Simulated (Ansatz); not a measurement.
## Stack of Ti2CO2 MXene under W2CCl2 MXene, shifted by a third of the diagonal in a perpendicular field

What dipole does a perpendicular field induce in the stack of Ti2CO2 MXene under W2CCl2 MXene, shifted by a third of the diagonal? A positive field points along +c.

Program: Ansatz 0.2.0. Level of theory: plane-wave DFT, RPBE-D3(BJ), Ansatz PAW, in the first sound run; inputs show where later runs differ. Results are calculated unless marked as measured.

**1. Starting point**

The cell holds 10 atoms: 2 O, 2 Ti, 2 C, 2 Cl and 2 W. Cell: a = 3.113 Å, b = 3.113 Å, c = 31.506 Å, α = 90.0°, β = 90.0°, γ = 120.0°. Regions: layer 1: Ti2CO2 MXene, 5 atoms (2 O, 2 Ti and 1 C); layer 2: W2CCl2 MXene, 5 atoms (2 Cl, 2 W and 1 C). Vacuum lies along c.

**2. Relaxation**

The starting cell is a guess, so the in-plane lattice and the atoms are relaxed first, with the slab cut off from its images along the normal. The program lengthens the vector along the normal by itself, so c and the volume that it reports differ from the typed ones.

The input, input.yaml:

```yaml
crystal:
  lattice:
    - [3.112824, 0.0, 0.0]
    - [-1.556412, 2.6957846615, 0.0]
    - [0.0, 0.0, 31.5061850488]
  atoms:
    - { symbol: O, position: [0.3333333333, 0.6666666667, 0.2856581965] }
    - { symbol: Ti, position: [0.6666666667, 0.3333333333, 0.3205166855] }
    - { symbol: C, position: [0.0, 0.0, 0.3593430971] }
    - { symbol: Ti, position: [0.3333333333, 0.6666666667, 0.3981695086] }
    - { symbol: O, position: [0.6666666667, 0.3333333333, 0.4330279977] }
    - { symbol: Cl, position: [0.6666666667, 0.3333333333, 0.5282473965] }
    - { symbol: W, position: [0.0, 0.0, 0.5821529925] }
    - { symbol: C, position: [0.3333333333, 0.6666666667, 0.6212946] }
    - { symbol: W, position: [0.6666666667, 0.3333333333, 0.6604362075] }
    - { symbol: Cl, position: [0.0, 0.0, 0.7143418035] }
  periodic: [true, true, false]
kpoints:
  mp_grid: { grid: [12, 12, 1] }
hamiltonian:
  xc: rpbe
  dispersion: d3bj
scf:
  occupations: { method: fermi_dirac, width: 0.05 }
  convergence: { dr2_threshold: 1.0e-09 }
relax:
  f_tol: 0.004
  max_steps: 90
  cell: {}
output:
  write_potential: true
  write_density: true
  volumetric_format: npy
```

Run with:

```bash
ansatz run input.yaml --threads 4 --pin off --max-ram 6144MiB --backend cpu --events-out ev --progress --plain --runs-dir out
```

Numbers of over 12 decimals in the logs are rounded to 6 here.

What it wrote:

```text
Warning: crystal.periodic: the lattice vector that does not repeat stood 0.000° off the slab's normal, 31.506 Å along it as the deck builds it. The run solves the slab on a vector along the normal, 50.812 Å long, with every atom where it was (on the deck's vector they left 18.00 Å outside them, and the widest stretch free of ions among them is 3.00 Å). A fractional position that the run reports is one of the run's ce [...]
Warning: relax.cell: scf.convergence.dr2_threshold = 1e-9 eV is looser than the 1.8098213138e-10 eV advised for a relaxation that steers and ends on the stress (1e-10 eV for each atom of the cell: 10, times the square of relax.cell.stress_2d_tol = 0.05 N/m over 23.5 Å (the atoms' height at the walk's start and 5 Å past either face), 2.127e-2 GPa, over a crystal's default 0.05). What an SCF threshold leaves in a stress goes as its square root, and in the free energy as the threshold itself, and one threshold admits the most on a small cell: [figures from the program's tests cut] Set scf.convergence.dr2_threshold to 1.8098213138e-10 eV or tighter. [rest of the remark cut]
crystal.periodic: the lattice vector that does not repeat stood 0.000° off the slab's normal, 31.506 Å along it as the deck builds it. The run solves the slab on a vector along the normal, 50.812 Å long, with every atom where it was (on the deck's vector they left 18.00 Å outside them, and the widest stretch free of ions among them is 3.00 Å). A fractional position that the run reports is one of the run's cell, which [...]
Engine: ansatz 0.2.0, aarch64-unknown-linux-gnu
Pseudopotentials: kind: paw
Pseudopotential: O, paw, valence charge 6, recommended cutoff 420 eV (normal), O.paw.azcp
Pseudopotential: Ti, paw, valence charge 12, recommended cutoff 420 eV (normal), Ti.paw.azcp
Pseudopotential: C, paw, valence charge 4, recommended cutoff 420 eV (normal), C.paw.azcp
Pseudopotential: Cl, paw, valence charge 7, recommended cutoff 420 eV (normal), Cl.paw.azcp
Pseudopotential: W, paw, valence charge 14, recommended cutoff 420 eV (normal), W.paw.azcp
Functional definition: RPBE
  parameter kappa = 0.804
  parameter beta = 0.066725
  exchange = rpbe_x(kappa = kappa, mu = beta*pi^2/3)
  correlation = pbe_c(beta = beta)
Crystal: 10 atoms, lattice volume = 426.392 Å³
Basis set: ecut = 420 eV, 8281 PW (Γ), exchange–correlation on 48×48×720 points (8 copies of the dense FFT grid, shifted against one another)
Bands: 53, of which v1, the nominal top of the filled ones, is band 43 counted from 1 (42 counted from 0)
Symmetry: 6 space group operations
Space group: P3m1 (ITA 156), of the structure as read, at distance tolerance 7.5e-5 Å
k-points: 19 of 144 (time reversal used)
Non-local potential: O, projectors of the file, l = 0: 2, l = 1: 2, l = 2: 1
Non-local potential: Ti, projectors of the file, l = 0: 3, l = 1: 2, l = 2: 3, l = 3: 1
Non-local potential: C, projectors of the file, l = 0: 2, l = 1: 2, l = 2: 1
Non-local potential: Cl, projectors of the file, l = 0: 2, l = 1: 2, l = 2: 2
Non-local potential: W, projectors of the file, l = 0: 3, l = 1: 2, l = 2: 2, l = 3: 1
PAW form: soft (Blöchl's): semilocal exchange-correlation on the pseudo side does not see the compensation charge
PAW frozen core: O, regenerated for the run's functional, and the local potential with it (the file was generated under x = pbe(κ = 0.804, μ = 0.219515), c = pbe(β = 0.066725))
PAW frozen core: Ti, regenerated for the run's functional, and the local potential with it (the file was generated under x = pbe(κ = 0.804, μ = 0.219515), c = pbe(β = 0.066725))
PAW frozen core: C, regenerated for the run's functional, and the local potential with it (the file was generated under x = pbe(κ = 0.804, μ = 0.219515), c = pbe(β = 0.066725))
PAW frozen core: Cl, regenerated for the run's functional, and the local potential with it (the file was generated under x = pbe(κ = 0.804, μ = 0.219515), c = pbe(β = 0.066725))
PAW frozen core: W, regenerated for the run's functional, and the local potential with it (the file was generated under x = pbe(κ = 0.804, μ = 0.219515), c = pbe(β = 0.066725))
PAW one-centre angular grid: O, 110 points (default); XC on 64 Gauss nodes
PAW one-centre angular grid: Ti, 590 points (default); XC on 64 Gauss nodes
PAW one-centre angular grid: C, 110 points (default); XC on 64 Gauss nodes
PAW one-centre angular grid: Cl, 110 points (default); XC on 64 Gauss nodes
PAW one-centre angular grid: W, 590 points (default); XC on 64 Gauss nodes
Initial density: superposition of atomic densities (neutral atoms: chi_scale 0, normalization atom), corrected by the library's trained network
Initial wavefunctions: pseudopotential atomic-orbital guess
Functional: x = rpbe, c = pbe(β = 0.066725)
SCF iter   1: F=—  HF=-29633.999302 eV  |F-HF|=—  |Δ(HF+E_count)|=         —  Δρ=1.27e-2  dr2=4.20e1  ethr=1.77e-3  ⟨swp⟩=13.1  Hψ=6595  notcnv=0  defer=4
preconditioner: auto → LDOS  [metal: Δε(μ)=0.044 eV  Ē_g=8.582 eV  σ=0.050 eV  W_gap=0.22  n_scr=32 (ndim 8)  ℏωp=13.2 eV  f_vac=0.676  D(μ)=4.60/eV (n_scr^D=22)  β→1.0]
SCF iter   2: F=—  HF=-29633.578081 eV  |F-HF|=—  |Δ(HF+E_count)|=   4.21e-1  Δρ=5.39e-3  dr2=1.51e0  ethr=1.77e-3  ⟨swp⟩=3.0  Hψ=1764  notcnv=0  defer=38
SCF iter   3: F=—  HF=-29633.725087 eV  |F-HF|=—  |Δ(HF+E_count)|=   1.47e-1  Δρ=1.37e-2  dr2=2.03e0  ethr=1.76e-3  ⟨swp⟩=3.3  Hψ=1813  notcnv=0  defer=38
SCF iter   4: F=—  HF=-29633.551624 eV  |F-HF|=—  |Δ(HF+E_count)|=   1.73e-1  Δρ=6.21e-3  dr2=5.87e-1  ethr=1.76e-3  ⟨swp⟩=2.6  Hψ=1404  notcnv=0  defer=33
SCF iter   5: F=—  HF=-29633.546696 eV  |F-HF|=—  |Δ(HF+E_count)|=   4.93e-3  Δρ=4.12e-3  dr2=4.79e-1  ethr=6.82e-4  ⟨swp⟩=3.1  Hψ=1943  notcnv=0  defer=26
SCF iter   6: F=—  HF=-29633.534647 eV  |F-HF|=—  |Δ(HF+E_count)|=   1.20e-2  Δρ=2.50e-3  dr2=6.18e-1  ethr=5.57e-4  ⟨swp⟩=2.3  Hψ=1360  notcnv=0  defer=27
SCF iter   7: F=—  HF=-29633.527151 eV  |F-HF|=—  |Δ(HF+E_count)|=   7.50e-3  Δρ=6.73e-4  dr2=3.95e-2  ethr=5.57e-4  ⟨swp⟩=1.6  Hψ=1172  notcnv=0  defer=18
SCF iter   8: F=—  HF=-29633.528103 eV  |F-HF|=—  |Δ(HF+E_count)|=   9.52e-4  Δρ=4.25e-4  dr2=1.65e-2  ethr=4.59e-5  ⟨swp⟩=2.4  Hψ=1621  notcnv=0  defer=17
SCF iter   9: F=—  HF=-29633.527717 eV  |F-HF|=—  |Δ(HF+E_count)|=   3.86e-4  Δρ=1.00e-4  dr2=1.50e-3  ethr=1.92e-5  ⟨swp⟩=2.1  Hψ=1259  notcnv=0  defer=17
SCF iter  10: F=—  HF=-29633.527729 eV  |F-HF|=—  |Δ(HF+E_count)|=   1.12e-5  Δρ=7.66e-5  dr2=2.51e-4  ethr=1.74e-6  ⟨swp⟩=2.4  Hψ=1554  notcnv=0  defer=17
[...]
relax step   5: F+E_penalty+E_count = -29635.56516857 eV  Δ(F+E_penalty+E_count) = -1.015e-3 eV  max|allowed force component| = 1.348e-2 eV/Å  Δτ_max = 0.0109 Å  P = -0.168 N/m  Ω = 377.277 Å³  energy of the carried Pulay correction = +2.608e-2 eV  fix = [c, alpha, beta]  reactions: c -0.000 N/m  (9 SCF iters, accepted)
relax step   6: F+E_penalty+E_count = -29635.56541259 eV  Δ(F+E_penalty+E_count) = -2.440e-4 eV  max|allowed force component| = 9.308e-3 eV/Å  Δτ_max = 0.0034 Å  P = +0.008 N/m  Ω = 376.995 Å³  energy of the carried Pulay correction = +2.624e-2 eV  fix = [c, alpha, beta]  reactions: c +0.000 N/m  (8 SCF iters, accepted)
relax step   7: F+E_penalty+E_count = -29635.56541455 eV  Δ(F+E_penalty+E_count) = -1.964e-6 eV  max|allowed force component| = 2.348e-3 eV/Å  Δτ_max = 0.0025 Å  P = -0.005 N/m  Ω = 377.011 Å³  energy of the carried Pulay correction = +2.623e-2 eV  fix = [c, alpha, beta]  reactions: c -0.000 N/m  (8 SCF iters, accepted)
relax step   8: F+E_penalty+E_count = -29635.55158085 eV  Δ(F+E_penalty+E_count) = +1.383e-2 eV  max|allowed force component| = 2.560e-3 eV/Å  Δτ_max = 0.0000 Å  P = -0.346 N/m  Ω = 377.011 Å³  fix = [c, alpha, beta]  reactions: c -0.000 N/m  stress off target by 3.46e-1 N/m on what of the cell is left free  SCF on the basis re-selected at this cell (its energy is not comparable with the rows above)  (7 SCF iters)
relax step   9: F+E_penalty+E_count = -29635.55185792 eV  Δ(F+E_penalty+E_count) = -2.771e-4 eV  max|allowed force component| = 4.802e-3 eV/Å  Δτ_max = 0.0013 Å  P = +0.056 N/m  Ω = 376.635 Å³  energy of the carried Pulay correction = +2.067e-4 eV  fix = [c, alpha, beta]  reactions: c +0.000 N/m  (7 SCF iters, accepted)
relax step  10: F+E_penalty+E_count = -29635.55184239 eV  Δ(F+E_penalty+E_count) = +1.553e-5 eV  max|allowed force component| = 3.233e-4 eV/Å  Δτ_max = 0.0002 Å  P = +0.001 N/m  Ω = 376.668 Å³  energy of the carried Pulay correction = +1.887e-4 eV  fix = [c, alpha, beta]  reactions: c +0.000 N/m  (6 SCF iters, accepted)
iter 1 solved again at ethr=1.65e-7 eV; its pass at ethr=3.10e-3 eV (dr2=1.42e-4 eV) is discarded
SCF iter   1: F=—  HF=-29635.551501 eV  |F-HF|=—  |Δ(HF+E_count)|=         —  Δρ=4.64e-6  dr2=2.58e-8  ethr=1.65e-7  ⟨swp⟩=7.7  Hψ=12577  notcnv=0
eigensolver tolerance schedule: the retry pair's looser diagonalisation over-reported the residual by 5516.43 of it (diagonalisation noise at 0.42 of the residual, at the tolerance the schedule requests for it); recorded, not acted on — ethr = c·dr2/N_el stays at c = 1.0e-1
preconditioner: auto → LDOS  [metal: Δε(μ)=0.040 eV  Ē_g=9.097 eV  σ=0.050 eV  W_gap=0.20  n_scr=34 (ndim 8)  ℏωp=14.1 eV  f_vac=0.675  D(μ)=2.38/eV (n_scr^D=16)  β→1.0]
SCF iter   2: F=—  HF=-29635.551610 eV  |F-HF|=—  |Δ(HF+E_count)|=   1.09e-4  Δρ=4.90e-6  dr2=6.94e-8  ethr=3.00e-11  ⟨swp⟩=8.2  Hψ=5372  notcnv=0
SCF iter   3: F=—  HF=-29635.551610 eV  |F-HF|=—  |Δ(HF+E_count)|=   2.89e-8  Δρ=1.79e-6  dr2=8.13e-9  ethr=3.00e-11  ⟨swp⟩=3.5  Hψ=2076  notcnv=0
SCF iter   4: F=—  HF=-29635.551610 eV  |F-HF|=—  |Δ(HF+E_count)|=   2.21e-8  Δρ=1.25e-6  dr2=4.42e-9  ethr=9.45e-12  ⟨swp⟩=3.1  Hψ=1827  notcnv=0
SCF iter   5: F=—  HF=-29635.551610 eV  |F-HF|=—  |Δ(HF+E_count)|=   3.41e-9  Δρ=6.65e-7  dr2=1.77e-9  ethr=5.14e-12  ⟨swp⟩=3.1  Hψ=1890  notcnv=0
SCF iter   6: F=-29635.551610 eV  HF=-29635.551610 eV  |F-HF|=1.16e-10  |Δ(HF+E_count)|=   3.00e-9  Δρ=1.19e-7  dr2=3.22e-11  ethr=1.16e-12  ⟨swp⟩=19.4  Hψ=9895  notcnv=0
SCF 11 converged in 6 iterations: F = -29635.551610 eV  dr2 = 3.22e-11
relax step  11: F+E_penalty+E_count = -29635.55161020 eV  Δ(F+E_penalty+E_count) = +2.322e-4 eV  max|allowed force component| = 3.462e-4 eV/Å  Δτ_max = 0.0000 Å  P = -0.003 N/m  Ω = 376.668 Å³  fix = [c, alpha, beta]  reactions: c -0.000 N/m  stress off target by 2.66e-3 N/m on what of the cell is left free  SCF on the basis re-selected at this cell (its energy is not comparable with the rows above)  (6 SCF iters)
basis re-selected at this cell: Δ(F+E_penalty+E_count) = +2.322e-4 eV, ΔP = -0.003 N/m vs the last step (what re-selecting the basis moved, of the pressure what is left beyond the Pulay correction that the steps carried, after the strain that the cell walked since its last selection, with what the two solves' SCF thresholds leave and, on support functions, any second-order correction that the steps lacked; it is no m [...]
SCF converged after 6 iterations
Free energy (F): -29635.551610 eV
Harris-Foulkes:  -29635.551610 eV  (|F-HF|=1.16e-10)
Internal energy: -29635.531989 eV  (E = F + TS)
E sigma→0 (E₀):  -29635.541800 eV
Entropy (-TS):   -0.019621 eV (-1.962 meV/atom)
Fermi energy:    -5.017149 eV
--- Per-component energies (eV) ---
  E_band       = -2227.303301
  E_kinetic    = 2329.734382
  E_local      = -685607.382632  (includes V_loc(G=0)·N_el)
  E_nonlocal   = 210.535459
  E_hartree    = 341395.378798
  E_xc         = -1201.543494
  E_vxc        = -1290.105438  (∫ρ·V_xc dr)
  E_paw        = -21095.857875  (= ΣΔE_a)
  E_vpaw       = -660.848152  (= ΣTr[D̂ρ^β])
  E_aug_tail   = 0.005323  (compensation charges beyond the density's cutoff)
  E_ewald      = 334353.277309
  E_disp       = -19.384287  (pairwise vdW)
  E_core_change = -0.294972  (= ΣΔE_core)
  E_smearing   = -0.019621  (= −TS)
  E_closure    = -0.000000  (closes the sum)
  Σ components = -29635.551610   (vs F -29635.551610, Δ=0.00e0)
--- Forces (eV/Å), atoms counted from 1 ---
  atom   1  O      0.00000000     0.00000000     0.00024110
  atom   2  Ti     0.00000000     0.00000000    -0.00034605
  atom   3  C      0.00000000     0.00000000     0.00017209
  atom   4  Ti     0.00000000    -0.00000000    -0.00029874
  atom   5  O      0.00000000    -0.00000000     0.00023843
  atom   6  Cl     0.00000000    -0.00000000     0.00002733
  atom   7  W      0.00000000    -0.00000000    -0.00010391
  atom   8  C      0.00000000    -0.00000000     0.00002850
  atom   9  W     -0.00000000     0.00000000    -0.00006879
  atom  10  Cl     0.00000000     0.00000000     0.00011107
  max |Σ_I F_I| component: 1.02e-6 eV/Å
--- 2D stress c σ (N/m, compression-positive) ---
       -0.002657       0.000000       0.000000
        0.000000      -0.002657       0.000000
        0.000000       0.000000      -0.000000
  P = ½ c Tr σ = -0.0027 N/m
--- Band table (eV; the first three rows and the last of 19) ---
  k-point 0: bands = [... 39 lower, -6.7257, -6.2809, -5.2661, -5.2661, -4.5520, -4.5520, -4.5336, -4.5336, ... 6 higher]
  k-point 1: bands = [... 39 lower, -6.4810, -6.1703, -6.0009, -5.6956, -4.9099, -4.6107, -4.5235, -4.2401, ... 6 higher]
  k-point 2: bands = [... 39 lower, -7.1041, -6.2728, -6.1816, -5.9911, -5.3243, -4.6115, -4.5347, -4.3672, ... 6 higher]
  k-point 18: bands = [... 39 lower, -8.0890, -6.6655, -5.3797, -5.3579, -5.2763, -3.5426, -3.5416, -3.5123, ... 6 higher]
  the weakly bound empty levels are not read free of the cell's end (no_gap_told)
--- Relaxed structure (9 steps of the walk, 9 accepted, 2 SCFs on fresh bases) ---
  F+E_penalty+E_count = -29635.55161020 eV   max|allowed force component| = 3.462e-4 eV/Å   (the final SCF, on the basis selected at the relaxed cell)
  cell:  # Å, volume = 376.6676 Å³
    - [2.925695, 0, 0]
    - [-1.462848, 2.533726, 0]
    - [0, 0, 50.812370]
  atoms:
    - { symbol: O, position: [0.333333, 0.666667, 0.179586] }
    - { symbol: Ti, position: [0.666667, 0.333333, 0.198712] }
    - { symbol: C, position: [-1.7763568395198218e-17, -2.220446049258426e-17, 0.223385] }
    - { symbol: Ti, position: [0.333333, 0.666667, 0.247694] }
    - { symbol: O, position: [0.666667, 0.333333, 0.267287] }
    - { symbol: Cl, position: [0.666667, 0.333333, 0.323423] }
    - { symbol: W, position: [-1.776356839519802e-17, -2.220446049258387e-17, 0.360145] }
    - { symbol: C, position: [0.333333, 0.666667, 0.384689] }
    - { symbol: W, position: [0.666667, 0.333333, 0.409046] }
    - { symbol: Cl, position: [-1.776356839519802e-17, -2.220446049258387e-17, 0.446251] }
```

The job ended after 2.8 min (4 threads of Arm Neoverse V2, shared host; peak memory 1.1 GiB; 11 min of CPU time).

Relaxation path:

```csv
step,energy less that of the first step (eV),largest force component (eV/Å),volume (Å³)
1,0.0000,2.7605,426.39
2,-1.8555,1.0485,385.87
3,-1.9926,0.6691,376.36
4,-2.0366,0.1003,377.24
5,-2.0376,0.0135,377.28
6,-2.0378,0.0093,377.00
7,-2.0378,0.0023,377.01
8*,-2.0240,0.0026,377.01
9,-2.0243,0.0048,376.63
10,-2.0243,0.0003,376.67
11*,-2.0240,0.0003,376.67
```

Relaxation steps marked * repeat the geometry before them on a plane-wave basis chosen anew for their cell, so energy and pressure can jump there.

Forces are held to the 6 operations that the run works with; a distortion that breaks them can't arise in this run.

| cell as run | before | after | change |
| --- | --- | --- | --- |
| a (Å) | 3.113 | 2.926 | -6.0 % |
| b (Å) | 3.113 | 2.926 | -6.0 % |

The atoms that moved most (Å, along periodic axes as changes of fractional coordinates times the final cell, across vacuum about the mean position):

| atom | dx | dy | dz | length |
| --- | --- | --- | --- | --- |
| Cl6 | 0.000 | 0.000 | -0.209 | 0.209 |
| Cl10 | 0.000 | 0.000 | 0.169 | 0.169 |
| O1 | 0.000 | 0.000 | 0.125 | 0.125 |
| O5 | 0.000 | 0.000 | -0.062 | 0.062 |
| W7 | 0.000 | 0.000 | -0.042 | 0.042 |
| Ti4 | 0.000 | 0.000 | 0.041 | 0.041 |
| C3 | 0.000 | 0.000 | 0.029 | 0.029 |
| C8 | 0.000 | 0.000 | -0.028 | 0.028 |

Numbers from this step:

```
energy at zero smearing : -29635.5418 eV
```

The lattice constant a goes from 3.113 to 2.926 Å.

(Continued in part 2 of 4.)

[Logs are printed without paths, hosts, clocks, repeated set-up lines and the standing remarks that a program may print on its own settings, such as how far it seeks lower states.]

[Hosts, paths, dates, database ids (printed as entryN), source tags and the programs' standing remarks are cut or masked in the printed files.]

[Maps of the electrostatic potential energy from Ansatz leave out the sawtooth potential of an applied field or a dipole correction, so their vacuum need not be flat; planar profiles and work functions include it.]
